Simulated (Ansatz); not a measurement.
# SiO2 (P3_121): the host for defect calculations

Aim: the runs on the perfect crystal SiO2 (P3_121) that a defect calculation needs first.

Main program and level: Ansatz 0.2.0; plane-wave PAW DFT, PBEsol; relaxation of the host's cell and atoms; PAW set soft_1, in the first sound run; inputs show where later runs differ.

## Step 1: The structure

It takes space group P3_121 (No. 152, trigonal). The conventional cell has a = 4.915 Å, b = 4.915 Å, c = 5.431 Å, α = 90.00°, β = 90.00°, γ = 120.00°. Si has 4 O at 1.61 to 1.62 Å nearest. Nearest to O lie 2 Si at 1.61 to 1.62 Å. Farther neighbours and most contacts between anions are not listed.

## Step 2: Host cell relaxation

Cell and atoms are relaxed together, until forces and stress fall under their thresholds.

Input file cell/input.yaml:

```yaml
crystal:
  lattice:
    - [4.9149662, 0.0, 0.0]
    - [-2.4574831, 4.2564856, 0.0]
    - [0.0, 0.0, 5.4313011]
  atoms:
    - { symbol: Si, position: [0.53108859, 0.53108859, 0.0] }
    - { symbol: Si, position: [0.0, 0.46891141, 0.66666667] }
    - { symbol: Si, position: [0.46891141, 0.0, 0.33333333] }
    - { symbol: O, position: [0.26922311, 0.41339429, 0.78489098] }
    - { symbol: O, position: [0.58660571, 0.85582882, 0.11822431] }
    - { symbol: O, position: [0.14417118, 0.73077689, 0.45155765] }
    - { symbol: O, position: [0.41339429, 0.26922311, 0.21510902] }
    - { symbol: O, position: [0.73077689, 0.14417118, 0.54844235] }
    - { symbol: O, position: [0.85582882, 0.58660571, 0.88177569] }
basis:
  ecutwfc: 420
  xc_grid: 2
hamiltonian:
  xc: pbesol
  pseudopotentials: { kind: paw, azcp: { folder: soft_1 }, xc_functional: pbe }
kpoints:
  mp_grid: { grid: [7, 7, 5] }
scf:
  occupations: { method: fixed }
  max_iter: 100
relax:
  f_tol: 0.005
  max_steps: 60
  cell: {}
output:
  forces: true
  stress: true
checkpoint:
  write: "../cell.run"
  compress: false
  write_wavefunctions: false
  write_every: 100000
```

Started as:

```sh
$ ansatz run input.yaml --threads 32 --pin off --max-ram 84787MiB --backend cuda --events-out ev --progress --plain --runs-dir out --max-vram 78GiB
```

Numbers of over 12 decimals in the logs are rounded to 6 here.

The program printed:

```text
[... repeated set-up lines and file paths are left out, and long positions are rounded to six places ...]
Engine: ansatz 0.2.0, aarch64-unknown-linux-gnu
Pseudopotentials: kind: paw
Pseudopotential: Si, paw, valence charge 4, recommended cutoff 420 eV (normal), soft_1/Si.paw.azcp
Pseudopotential: O, paw, valence charge 6, recommended cutoff 420 eV (normal), soft_1/O.paw.azcp
Functional definition: PBEsol
  exchange = pbesol_x
  correlation = pbesol_c
[...]
Crystal: 9 atoms, lattice volume = 113.625 Å³
Basis set: ecut = 420 eV, 2209 PW (Γ), exchange–correlation on 72×72×80 points (8 copies of the dense FFT grid, shifted against one another)
Bands: 33, of which v1, the nominal top of the filled ones, is band 24 counted from 1 (23 counted from 0)
Symmetry: 6 space group operations
Space group: P3121 (ITA 152), of the structure as read, at distance tolerance 4.8e-5 Å
k-points: 32 of 245 (time reversal used)
Non-local potential: Si, projectors of the file, l = 0: 2, l = 1: 2, l = 2: 1
Non-local potential: O, projectors of the file, l = 0: 2, l = 1: 2, l = 2: 1
PAW form: soft (Blöchl's): semilocal exchange-correlation on the pseudo side does not see the compensation charge
PAW frozen core: Si, regenerated for the run's functional, and the local potential with it (the file was generated under x = pbe(κ = 0.804, μ = 0.219515), c = pbe(β = 0.066725))
PAW frozen core: O, regenerated for the run's functional, and the local potential with it (the file was generated under x = pbe(κ = 0.804, μ = 0.219515), c = pbe(β = 0.066725))
PAW one-centre angular grid: Si, 110 points (default); XC on 64 Gauss nodes
PAW one-centre angular grid: O, 110 points (default); XC on 64 Gauss nodes
Initial density: superposition of atomic densities (chi_scale 0.1, normalization cell, long waves kept (reshape's long-wave potential 0.01 eV rms))
Initial wavefunctions: pseudopotential atomic-orbital guess
[...]
Functional: x = pbesol(κ = 0.804, μ = 0.123457), c = pbesol(β = 0.046)
SCF iter   1: F=—  HF=-5244.301008 eV  |Δ(HF+E_count)|=         —  Δρ=1.24e-1  dr2=1.57e1  Hψ=4736
preconditioner: auto → Resta (q_TF=auto, 2.363 Å⁻¹)  ε∞=2.8  [insulator: Δε(μ)=7.128 eV  Ē_g=17.996 eV  n_scr=22 (ndim 8)  ℏωp=24.1 eV  f_vac=0.003  ε∞_Penn≈2.8]
SCF iter   2: F=—  HF=-5239.959281 eV  |Δ(HF+E_count)|=    4.34e0  Δρ=4.29e-2  dr2=8.81e-1  Hψ=2364
SCF iter   3: F=—  HF=-5239.861956 eV  |Δ(HF+E_count)|=   9.73e-2  Δρ=2.05e-2  dr2=2.69e-1  Hψ=988
automatic band count: iteration 3 solves 29 bands in place of 33: the levels show a gap, and the empty bands left out lie too high to hold charge; the band table lists the bands solved (type scf.n_extra_bands for more)
[...]
SCF 1 converged in 8 iterations: F = -5239.861946 eV  dr2 = 1.07e-8
  greatest PAW one-centre occupation: 0.859 electrons in one spin orbital (limit 2), on the O atom at site 6 (counted from 0), in its partial waves of l = 0
relax step   1: F+E_penalty+E_count = -5239.86194633 eV  Δ(F+E_penalty+E_count) = +0.000e0 eV  max|allowed force component| = 1.634e-1 eV/Å  Δτ_max = 0.0000 Å  P = +2.724 GPa  Ω = 113.625 Å³  (8 SCF iters, dr2 threshold 1.00e-7 eV, accepted)
[... the SCF cycles and remarks between the steps are left out from here to the last step ...]
relax step   2: F+E_penalty+E_count = -5239.86996661 eV  Δ(F+E_penalty+E_count) = -8.020e-3 eV  max|allowed force component| = 1.015e-1 eV/Å  Δτ_max = 0.0017 Å  P = +1.424 GPa  Ω = 114.405 Å³  energy of the carried Pulay correction = -1.927e-3 eV  (5 SCF iters, dr2 threshold 9.00e-7 eV, accepted)
[...]
Crystal: 9 atoms, lattice volume = 115.270 Å³
Basis set: ecut = 420 eV, 2221 PW (Γ), exchange–correlation on 72×72×80 points (8 copies of the dense FFT grid, shifted against one another)
[...]
SCF 3 converged in 5 iterations: F = -5239.872092 eV  dr2 = 6.03e-8
[...]
SCF 4 converged in 5 iterations: F = -5239.872793 eV  dr2 = 2.54e-8
[...]
SCF 5 converged in 5 iterations: F = -5239.872640 eV  dr2 = 5.49e-9
[...]
SCF 6 converged in 5 iterations: F = -5239.876789 eV  dr2 = 5.24e-11
[...]
SCF 7 converged in 5 iterations: F = -5239.876378 eV  dr2 = 8.45e-9
[...]
iter 1 solved again at ethr=2.26e-7 eV; its pass at ethr=3.10e-3 eV (dr2=1.08e-4 eV) is discarded
SCF iter   1: F=—  HF=-5239.876882 eV  |Δ(HF+E_count)|=         —  Δρ=1.51e-5  dr2=4.29e-8  Hψ=7648
eigensolver tolerance schedule: the retry pair's looser diagonalisation over-reported the residual by 2522.18 of it (diagonalisation noise at 0.22 of the residual, at the tolerance the schedule requests for it); [...]
[...]
SCF iter   2: F=—  HF=-5239.876985 eV  |Δ(HF+E_count)|=   1.03e-4  Δρ=7.24e-6  dr2=1.24e-8  Hψ=2454
SCF iter   3: F=—  HF=-5239.876985 eV  |Δ(HF+E_count)|=   2.08e-8  Δρ=2.08e-6  dr2=1.66e-9  Hψ=1522
SCF iter   4: F=—  HF=-5239.876985 eV  |Δ(HF+E_count)|=   1.74e-9  Δρ=3.49e-7  dr2=1.73e-10  Hψ=1514
SCF iter   5: F=-5239.876985 eV  HF=-5239.876985 eV  |Δ(HF+E_count)|=  2.15e-10  Δρ=1.08e-7  dr2=1.46e-11  Hψ=7011
SCF 8 converged in 5 iterations: F = -5239.876985 eV  dr2 = 1.46e-11
relax step   8: F+E_penalty+E_count = -5239.87698502 eV  Δ(F+E_penalty+E_count) = -6.072e-4 eV  max|allowed force component| = 8.224e-4 eV/Å  Δτ_max = 0.0000 Å  P = +0.012 GPa  Ω = 115.390 Å³  stress off target by 1.44e-2 GPa  SCF on the basis re-selected at this cell (its energy is not comparable with the rows above)  (5 SCF iters)
basis re-selected at this cell: Δ(F+E_penalty+E_count) = -6.072e-4 eV, ΔP = +0.004 GPa vs the last step (what re-selecting the basis moved, of the pressure what is left beyond the Pulay correction that the steps carried, after the strain that the cell walked [...]
SCF converged after 5 iterations
Free energy (F): -5239.876985 eV
Harris-Foulkes:  -5239.876985 eV  (|F-HF|=1.64e-11)
Internal energy: -5239.876985 eV  (E = F + TS)
E sigma→0 (E₀):  -5239.876985 eV
Fermi energy:    2.239612 eV
--- Per-component energies (eV) ---
  E_band       = -216.791675
  E_kinetic    = 1161.509028
  E_local      = -2937.309623  (includes V_loc(G=0)·N_el)
  E_nonlocal   = 382.533089
  E_hartree    = 1070.687601
  E_xc         = -594.901935
  E_vxc        = -691.576569  (∫ρ·V_xc dr)
  E_paw        = -2441.938790  (= ΣΔE_a)
  E_vpaw       = -273.327802  (= ΣTr[D̂ρ^β])
  E_aug_tail   = 0.005017  (compensation charges beyond the density's cutoff)
  E_ewald      = -1880.767780
  E_core_change = 0.306410  (= ΣΔE_core)
  E_smearing   = -0.000000  (= −TS)
  E_closure    = 0.000000  (closes the sum)
  Σ components = -5239.876985   (vs F -5239.876985, Δ=0.00e0)
--- Forces (eV/Å), atoms counted from 1 ---
  atom   1  Si    -0.00011047    -0.00019133    -0.00000000
  atom   2  Si    -0.00011047     0.00019133     0.00000000
  atom   3  Si     0.00022093     0.00000000     0.00000000
  atom   4  O      0.00043003    -0.00004841     0.00082243
  atom   5  O     -0.00017309     0.00039662     0.00082243
  atom   6  O     -0.00025694    -0.00034821     0.00082243
  [... 3 more lines of this table ...]
  max |Σ_I F_I| component: 3.00e-17 eV/Å
--- Stress (GPa, compression-positive) ---
        0.014450       0.000000       0.000000
        0.000000       0.014450       0.000000
        0.000000       0.000000       0.008183
  P = ⅓ Tr σ = 0.0124 GPa (0.124 kbar)
--- Band table (eV; the first three rows and the last of 32) ---
  k-point 0: bands = ["-17.0024", "-15.4924", "-15.4924", "-14.8495", "-14.8308", "-14.8308", "-5.9555", "-5.9555", "-3.1288", "-3.1232", [... rest cut ...]
  k-point 1: bands = ["-16.9252", "-15.9332", "-15.1155", "-14.8492", "-14.8397", "-14.8205", "-6.6225", "-5.1329", "-3.2865", "-3.1777", [... rest cut ...]
--- Relaxed structure (6 steps of the walk, 6 accepted, 2 SCFs on fresh bases) ---
  F+E_penalty+E_count = -5239.87698502 eV   max|allowed force component| = 8.224e-4 eV/Å   (the final SCF, on the basis selected at the relaxed cell)
  cell:  # Å, volume = 115.3897 Å³
    - [4.948414, 0, 3.1467769547728414e-18]
    - [-2.474207, 4.285452, -1.5733884773864207e-18]
    - [3.4773572017044256e-18, 0, 5.441322]
  atoms:
    - { symbol: Si, position: [0.529715, 0.529715, 0] }
    - { symbol: Si, position: [2.7287094550676746e-17, 0.470285, 0.666667] }
    - { symbol: Si, position: [0.470285, 0, 0.333333] }
    - { symbol: O, position: [0.267082, 0.412487, 0.785389] }
    - { symbol: O, position: [0.587513, 0.854595, 0.118722] }
    - { symbol: O, position: [0.145405, 0.732918, 0.452055] }
  [... 3 more lines of this table ...]
```

It took 3.7 s on 1 × NVIDIA GB200 with 32 threads of Arm Neoverse V2, shared host; peak memory 0.9 GiB; 14 s of CPU time.

The steps of the relaxation:

```csv
step,energy less that of the first step (eV),largest force component (eV/Å),pressure (GPa),volume (Å³)
1,0.0000,0.1634,2.72,113.63
2,-0.0080,0.1015,1.42,114.41
3,-0.0101,0.0292,-0.01,115.27
4,-0.0108,0.0120,0.00,115.13
5,-0.0107,0.0013,0.00,115.20
6,-0.0148,0.0014,0.07,115.20
7,-0.0144,0.0008,0.01,115.39
8*,-0.0150,0.0008,0.01,115.39
```

Relaxation steps marked * repeat the geometry before them on a plane-wave basis chosen anew for their cell, so energy and pressure can jump there. The log counts 2 steps on a newly chosen plane-wave basis, not all of them marked here; energy and pressure can jump at such steps.

Forces are held to the 6 operations that the run works with; a distortion that breaks them can't arise in this run.

| conventional cell, symmetrised | before | after | change |
| --- | --- | --- | --- |
| a (Å) | 4.915 | 4.948 | +0.7 % |
| b (Å) | 4.915 | 4.948 | +0.7 % |
| c (Å) | 5.431 | 5.441 | +0.2 % |
| volume (Å³/atom) | 12.63 | 12.82 | +1.6 % |

This step gave:

| Quantity | Value |
| --- | --- |
| pressure | 0.01236 GPa |

The relaxation ends with a largest force component of 8.2e-4 eV/Å and a pressure of 0.01 GPa.

## Step 3: Dielectric tensors of the host

The response to a uniform electric field gives the electronic dielectric tensor.

This step: plane-wave PAW DFPT, PBEsol; dielectric tensors, Born charges and zone-centre modes of the host; PAW set soft_1 (Ansatz 0.2.0).

Input file eps/input.yaml:

```yaml
crystal:
  lattice:
    - [4.9484137309, 0.0, 0.0]
    - [-2.4742068654, 4.2854519994, 0.0]
    - [0.0, 0.0, 5.4413216671]
  atoms:
    - { symbol: Si, position: [0.5297148839, 0.5297148839, 0.0] }
    - { symbol: Si, position: [0.0, 0.4702851161, 0.6666666667] }
    - { symbol: Si, position: [0.4702851161, 0.0, 0.3333333333] }
    - { symbol: O, position: [0.2670818754, 0.4124867885, 0.7853886872] }
    - { symbol: O, position: [0.5875132115, 0.8545950869, 0.1187220206] }
    - { symbol: O, position: [0.1454049131, 0.7329181246, 0.4520553539] }
    - { symbol: O, position: [0.4124867885, 0.2670818754, 0.2146113128] }
    - { symbol: O, position: [0.7329181246, 0.1454049131, 0.5479446461] }
    - { symbol: O, position: [0.8545950869, 0.5875132115, 0.8812779794] }
basis:
  ecutwfc: 420
hamiltonian:
  xc: pbesol
  pseudopotentials: { kind: paw, azcp: { folder: soft_1 }, xc_functional: pbe }
kpoints:
  mp_grid: { grid: [6, 6, 5] }
scf:
  occupations: { method: fixed }
  max_iter: 100
phonons:
  method: dfpt
  dielectric: true
  rigid_motions: translations
```

The program printed:

```text
[...]
Crystal: 9 atoms, lattice volume = 115.390 Å³
Basis set: ecut = 420 eV, 2221 PW (Γ), exchange–correlation on 72×72×96 points (8 copies of the dense FFT grid, shifted against one another)
Bands: 33, of which v1, the nominal top of the filled ones, is band 24 counted from 1 (23 counted from 0)
Symmetry: 6 space group operations
k-points: 92 of 180 (irreducible under 1 space group operation, time reversal used)
[...]
SCF iter   1: F=—  HF=-5244.198598 eV  |Δ(HF+E_count)|=         —  Δρ=1.21e-1  dr2=1.54e1  Hψ=13698
[...]
SCF iter   6: F=—  HF=-5239.876814 eV  |Δ(HF+E_count)|=   2.89e-4  Δρ=8.83e-5  dr2=1.40e-5  Hψ=4648
[...]
SCF iter   8: F=—  HF=-5239.876948 eV  |Δ(HF+E_count)|=   1.16e-4  Δρ=2.83e-6  dr2=1.03e-8  Hψ=5235
[...]
SCF iter  10: F=-5239.876948 eV  HF=-5239.876948 eV  |Δ(HF+E_count)|=  2.51e-10  Δρ=8.50e-8  dr2=7.08e-12  Hψ=24751
SCF 1 converged in 10 iterations: F = -5239.876948 eV  dr2 = 7.08e-12
[...]
the response reads at least the filled bands of the reference SCF and the lowest empty band at each k-point, and that SCF's band table does not vouch for those bands. The notice of the band table in this run's record says why
[...]
NSCF: frozen V_eff on 1 k-points
[...]
NSCF: frozen V_eff on 27 k-points, pencils in batches of 32, up to order 132
[...]
DFPT response loops at q = (0, 0, 0) (fractional): preconditioner auto → none (the input reference at scf.mixing.eps_inf says where Resta's filter doesn't serve); β = 0.50; Anderson in place of MSR1; [...]
[...]
DFPT response loops at Γ: preconditioner auto → none (the input reference at scf.mixing.eps_inf says where Resta's filter doesn't serve); β = 0.50; Broyden in place of MSR1
SCF converged after 10 iterations
[...]
0.000000     2.143531     0.000000
       -0.000000     0.000000     2.332910
  softest optical mode at Γ: 120.51 cm⁻¹; the repairs (sum rule, projections) moved no ω² at Γ by more than (2.21 cm⁻¹)²
  Born effective charges Z* (e; rows j = field, columns β = displacement):
    site 0:
         3.50631   -0.29404    0.27070
        -0.29404    3.16679   -0.15629
        -0.23283    0.13442    3.45545
    site 1:
         3.50631    0.29404   -0.27070
         0.29404    3.16679   -0.15629
         0.23283    0.13442    3.45545
    site 2:
         2.99703    0.00000    0.00000
         0.00000    3.67608    0.31257
        -0.00000   -0.26885    3.45545
    site 3:
        -2.28883   -0.08201   -0.81960
        -0.02996   -1.04773   -0.06594
        -0.82362   -0.13825   -1.72773
    site 4:
        -1.40649    0.53938    0.46691
         0.59143   -1.93007   -0.67683
         0.53154   -0.64416   -1.72773
    site 5:
        -1.30952   -0.53545    0.35270
        -0.48339   -2.02704    0.74277
         0.29208    0.78240   -1.72773
    site 6:
        -1.30952    0.53545   -0.35270
         0.48339   -2.02704    0.74277
        -0.29208    0.78240   -1.72773
    site 7:
        -1.40649   -0.53938   -0.46691
        -0.59143   -1.93007   -0.67683
        -0.53154   -0.64416   -1.72773
    site 8:
        -2.28883    0.08201    0.81960
         0.02996   -1.04773   -0.06594
         0.82362   -0.13825   -1.72773
  Z* charge neutrality: 1.904e-5 e pre-enforcement
  k-mesh period / interband length: 27.2 Å / 0.99 Å = 27.61 at k = (0.0000, 0.0000, 0.0000), direct gap 6.033 eV — 14 or more, which is no proof of convergence
  optical modes at Γ without the LO–TO term, one row a degenerate level:
      ω (cm⁻¹)  modes    IR ((D/Å)²/amu)
        120.51      2             0.0010
        196.96      1             0.0000
        248.48      2             0.4034
        335.14      1             0.0000
        340.20      1             4.6221
        370.45      2             5.7750
        420.87      2            16.0035
        441.19      1             0.0000
        465.39      1             8.6164
        675.05      2             1.2200
        756.65      1             3.4125
[...]
optical modes at Γ + LO–TO along q̂ = [1.0000, 0.0000, 0.0000]:
      ω (cm⁻¹)  modes    IR ((D/Å)²/amu)
[...]
optical modes at Γ + LO–TO along q̂ = [0.0000, 1.0000, 0.0000]:
      ω (cm⁻¹)  modes    IR ((D/Å)²/amu)
[...]
optical modes at Γ + LO–TO along q̂ = [0.0000, 0.0000, 1.0000]:
      ω (cm⁻¹)  modes    IR ((D/Å)²/amu)
[...]
362.76      1             0.9464
        370.45      2             5.7750
        420.87      2            16.0035
        441.19      1             0.0000
        516.87      1             5.0599
        675.05      2             1.2200
        768.39      1             1.7067
        776.13      2             6.7693
       1043.92      2            85.1675
       1060.83      1             0.0000
       1135.31      2             1.0783
       1213.32      1            53.7517
```

Elapsed: 10 s, on 1 × NVIDIA GB200 with 32 threads; peak memory 1.9 GiB.

Electronic dielectric tensor:

```
2.49 0.00 0.00
0.00 2.49 0.00
0.00 0.00 2.52
```

Static dielectric tensor:

```
4.63 0.00 0.00
0.00 4.63 0.00
0.00 0.00 4.85
```

The principal values of the electronic dielectric tensor are 2.49, 2.49 and 2.52. The principal values of the static dielectric tensor are 4.63, 4.63 and 4.85.

(Part 1 of 2 ends here.)

[Logs are printed without paths, hosts, clocks, repeated set-up lines and the standing remarks that a program may print on its own settings, such as how far it seeks lower states.]

[Hosts, paths, dates, database ids (printed as entryN), source tags and the programs' standing remarks are cut or masked in the printed files.]

[Runs of the host that timed out are not shown.]

[For some hosts the program warned that the k-mesh of the response run may be too coarse for force constants and the static dielectric constant; such warnings are not always shown.]
